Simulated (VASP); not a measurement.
Write the native input for VASP 6.6.1 that does the following.

```
Task                   : single point
Functional             : TB-mBJ
Potentials or basis    : VASP PAW PBE potentials, release 64 (Te)
Cutoff                 : 300 eV
k mesh                 : 9 × 9 × 6
Occupations            : gaussian, width 0.01 eV
Spin                   : non-collinear spin, zero start, spin-orbit coupling
Starting moments       : [[0.0, 0.0, 0.0], [0.0, 0.0, 0.0], [0.0, 0.0, 0.0]] μB
Pressure (GPa)         : 4
Geometry from          : r2SCAN
Further INCAR settings : ALGO = Normal; EDIFF = 1e-06; NBANDS = 31
```

Crystal: Te.

```
CELL_PARAMETERS angstrom
4.25380 0.00000 0.00000
-2.12690 3.68390 0.00000
0.00000 0.00000 5.95102
ATOMIC_POSITIONS crystal
Te 0.28232 0.00000 0.33333
Te 0.00000 0.28232 0.66667
Te 0.71768 0.71768 0.00000
```

The cell was built by a generator and needn't be a form met in nature.

The input as run:

POSCAR

```
Te
1.0
    4.2538039000      0.0000000000      0.0000000000
   -2.1269020000      3.6839022000      0.0000000000
    0.0000000000      0.0000000000      5.9510180000
Te
3
Direct
    0.2823233000      0.0000000000      0.3333334000
    0.0000001000      0.2823235000      0.6666666000
    0.7176767000      0.7176768000      0.0000000000
```

INCAR.step1

```
SYSTEM = Te
PREC = Accurate
ENCUT = 300
EDIFF = 1E-5
ISMEAR = 0
SIGMA = 0.01
LREAL = .FALSE.
LASPH = .TRUE.
NELM = 80
ALGO = Normal
ISIF = 2
LWAVE = .TRUE.
LCHARG = .FALSE.
LNONCOLLINEAR = .TRUE.
MAGMOM = 0 0 0 0 0 0 0 0 0
LORBIT = 11
LSORBIT = .TRUE.
GGA_COMPAT = .FALSE.
NBANDS = 31
GGA = PE
```

INCAR.step2

```
SYSTEM = Te
PREC = Accurate
ENCUT = 300
EDIFF = 1E-6
ISMEAR = 0
SIGMA = 0.01
LREAL = .FALSE.
LASPH = .TRUE.
NELM = 80
ALGO = Normal
ISIF = 2
LWAVE = .FALSE.
LCHARG = .FALSE.
LNONCOLLINEAR = .TRUE.
MAGMOM = 0 0 0 0 0 0 0 0 0
LORBIT = 11
LSORBIT = .TRUE.
GGA_COMPAT = .FALSE.
METAGGA = MBJ
NBANDS = 31
ISTART = 1
```

KPOINTS

```
regular mesh
0
G
  9 9 6
  0 0 0
```

Potentials or basis: VASP PAW PBE potentials, release 64 (Te).

Launch:

```sh
$ cat potpaw_PBE.64/Te/POTCAR > POTCAR
$ cp INCAR.step1 INCAR
$ mpirun -np 1 vasp_ncl > vasp.out
$ cp INCAR.step2 INCAR
$ mpirun -np 1 vasp_ncl > vasp.out
```

Results of the run:

```yaml
Net_moment: 0.00 μB per cell
Valence_electrons_inside_the_program's_atomic_spheres: Te 3.34
```

Caveat: the PAW data sets were made with another functional, which shifts forces and pressure a little.

Run time: 5.5 min on 1 thread of Intel(R) Xeon(R) 6975P-C (Granite Rapids), with other jobs on the host, peak memory 0.36 GiB.
